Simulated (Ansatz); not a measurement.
# AlGa3N4: the cost of one run

Program: Ansatz 0.2.0. Level of theory: DFT r2SCAN, scalar-relativistic, plane waves, PAW. These are calculated values, not measurements.

1 further run of the same task is left out (set aside as unsound or not needed). Runs told in other sessions of the task aren't counted.

## Step 1: The starting structure

It takes space group P-43m (No. 215, cubic). The conventional cell has a = 4.465 Å, b = 4.465 Å, c = 4.465 Å, α = 90.00°, β = 90.00°, γ = 90.00°. Al (site symmetry -43m) has 4 N at 1.89 Å in its first shell of neighbours. Around Ga (site symmetry -42m) lie 4 N at 1.95 Å. Around N (site symmetry 3m) lie 1 Al at 1.89 Å and 3 Ga at 1.95 Å.

Coordinates:

```
CELL_PARAMETERS angstrom
4.46534 0.00000 0.00000
0.00000 4.46534 0.00000
0.00000 0.00000 4.46534
ATOMIC_POSITIONS crystal
Al 0.00000 0.00000 0.00000
Ga 0.50000 0.50000 0.00000
Ga 0.50000 0.00000 0.50000
Ga 0.00000 0.50000 0.50000
N 0.75535 0.75535 0.24465
N 0.75535 0.24465 0.75535
N 0.24465 0.75535 0.75535
N 0.24465 0.24465 0.24465
```

It goes back to an entry of the Materials Project, which need not be the stable form.

It is the result of an earlier relaxation at this level (volume 11.13 Å³/atom; gap on the mesh: 2.82 eV).

## Step 2: The reference cell

Reference values: F = -13457.5507 eV; pressure 0.01 GPa; largest force 0.001 eV/Å; gap on the mesh 2.82 eV. It was computed beforehand with the settings of the runs below.

## Step 3: Next: freezing in a mode

Mode 16 of the phonon run on this cell, counted from the lowest, is frozen in: each atom moves by x times its row below, so x is the largest displacement.

```
atom      ux      uy      uz
 Al1   0.000   0.000   0.000
 Ga2   0.097   0.000   0.000
 Ga3  -0.097   0.000   0.097
 Ga4   0.000   0.000  -0.097
  N5   0.408  -0.817  -0.408
  N6  -0.408   0.000   0.408
  N7   0.408   0.817  -0.408
  N8  -0.408   0.000   0.408
```

## Step 4: x = -0.200 Å

Contents of input.yaml:

```yaml
crystal:
  lattice:
    - [4.465344447, 0.0, 0.0]
    - [0.0, 4.465344447, 0.0]
    - [0.0, 0.0, 4.465344447]
  atoms:
    - { symbol: Al, position: [0.0, 0.0, 0.0] }
    - { symbol: Ga, position: [0.4956634296, 0.5, 0.0] }
    - { symbol: Ga, position: [0.5043365704, 0.0, 0.4956634296] }
    - { symbol: Ga, position: [0.0, 0.5, 0.5043365704] }
    - { symbol: "N", position: [0.7370658681, 0.791921429, 0.2629341319] }
    - { symbol: "N", position: [0.7736362421, 0.2446489449, 0.7370658681] }
    - { symbol: "N", position: [0.2263637579, 0.7187806812, 0.7736362421] }
    - { symbol: "N", position: [0.2629341319, 0.2446489449, 0.2263637579] }
basis:
  ecutwfc: 500
kpoints:
  mp_grid: { grid: [6, 6, 6] }
hamiltonian:
  xc: r2scan
scf:
  occupations: { method: gaussian, width: 0.05 }
output:
  forces: true
  stress: true
  eigenvalues: true
```

Started as:

```bash
$ ansatz run input.yaml --threads 2 --pin off --max-ram 5120MiB --backend cpu --events-out ev --progress --plain --runs-dir out
```

What time and memory should one allow on 2 threads of Intel Xeon Platinum 8375C at 2.90GHz (Ice Lake), shared host?

About 22 s, with a peak of 0.68 GiB.
